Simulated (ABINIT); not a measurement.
Crystal: CdSe (Cadmoselite).

```
Cd Se
1.0
     4.30000    0.00000    0.00000
    -2.15000    3.72391    0.00000
     0.00000    0.00000    7.02000
Cd Se
2 2
Direct
  0.66667 0.33333 0.50000
  0.33333 0.66667 0.00000
  0.66667 0.33333 0.88500
  0.33333 0.66667 0.38500
```

Base run:

* Program: ABINIT 10.8.3 (patched build)
* Functional: PBEsol
* Potentials or basis: JTH PAW PBE v2.0
* Cutoff: 463 eV
* k mesh: 6 × 6 × 3
* Occupations: fermi-dirac, width 0.05 eV
* Spin: no spin polarisation

Its results: band gap on the k mesh 0.57 eV, direct; largest force 0.268 eV/Å.

Q: The run is repeated on the same cell with these changes: functional from PBEsol to PBE. What comes out?

A: Band gap on the k mesh 0.69 eV, direct; largest force 0.285 eV/Å.

Caveats: the PAW data sets were made with another functional, which shifts forces and pressure a little (some runs).

